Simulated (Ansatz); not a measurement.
This AlNi3 structure is the end of a relaxation. It was relaxed at this level from a Materials Project cell.

Computed with DFT PBE, scalar-relativistic, plane waves, PAW in Ansatz. Cutoff 420 eV, Γ-centred mesh, Gaussian smearing, collinear spin.

```yaml
crystal:
  lattice:
    - [3.56676, 0.00000, 0.00000]
    - [0.00000, 3.56676, 0.00000]
    - [0.00000, 0.00000, 3.56676]
  atoms:
    - { symbol: Al, position: [0.00000, 0.00000, 0.00000] }
    - { symbol: Ni, position: [0.00000, 0.50000, 0.50000] }
    - { symbol: Ni, position: [0.50000, 0.00000, 0.50000] }
    - { symbol: Ni, position: [0.50000, 0.50000, 0.00000] }
```

Formation energies are uncorrected and refer to the elements' standard structures at the same level.

Q: What space group does it have?

A: Pm-3m (No. 221), the Cu3Au (L1_2) type. Conventional cell: a = 3.567 Å. Al has 12 Ni at 2.52 Å; Ni has 4 Al at 2.52 Å and 8 Ni at 2.52 Å.

Q: What is its formation energy per atom?

A: −0.43 eV/atom. It lies below the elements, which doesn't yet make it stable against other compounds or structures.

Q: Is it a metal?

A: Yes, bands cross the Fermi level on the 14×14×14 mesh.

Q: Which magnetic moments does it keep?

A: 0.18 μB per atom net, the space between the atoms included; by site: Ni -0.3 (×3) μB.

The last run used collinear spin, a 14×14×14 mesh for its 4-atom cell and Gaussian smearing of 0.10 eV. Another magnetic order may lie lower. Symmetry constrained the relaxation, so the result can be a saddle point.
